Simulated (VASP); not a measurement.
Cr, 1 atom in the cell. It takes space group I4/mmm (No. 139, tetragonal). Conventional cell: a = 2.943 Å, b = 2.943 Å, c = 2.769 Å, α = 90.00°, β = 90.00°, γ = 90.00°. Cr (site symmetry 4/mmm) has 10 Cr at 2.50 to 2.77 Å as nearest neighbours. The cell isn't the ideal one: stretched by -4 % along [0.0, 0.0, 1.0] at fixed volume; collinear moments without spin-orbit coupling, PAW files.

| Item | Value |
| --- | --- |
| Program | VASP 6.6.1 |
| Task | single point |
| Functional | PBE |
| Potentials or basis | VASP PAW PBE potentials, release 64 (Cr_pv) |
| Cutoff | 520 eV |
| k mesh | 12 × 12 × 12 |
| Occupations | fermi-dirac, width 0.025 eV |
| Spin | collinear spin, typed start |
| Starting moments | [3.0] μB |
| Dipole correction | no |
| Further INCAR settings | ALGO = Fast; EDIFF = 1e-07; NBANDS = 16 |

Potentials or basis: VASP PAW PBE potentials, release 64 (Cr_pv).

Command:

```sh
$ cat potpaw_PBE.64/Cr_pv/POTCAR > POTCAR
$ mpirun -np 1 vasp_std > vasp.out
```

Hardware: 1 thread of Intel(R) Xeon(R) 6975P-C (Granite Rapids) (shared host).

How long does it take, and how much memory?

It took 31 s on 1 thread of Intel(R) Xeon(R) 6975P-C (Granite Rapids), on a shared host, peak memory 0.17 GiB. Counts: scf iterations 15, k points 163.
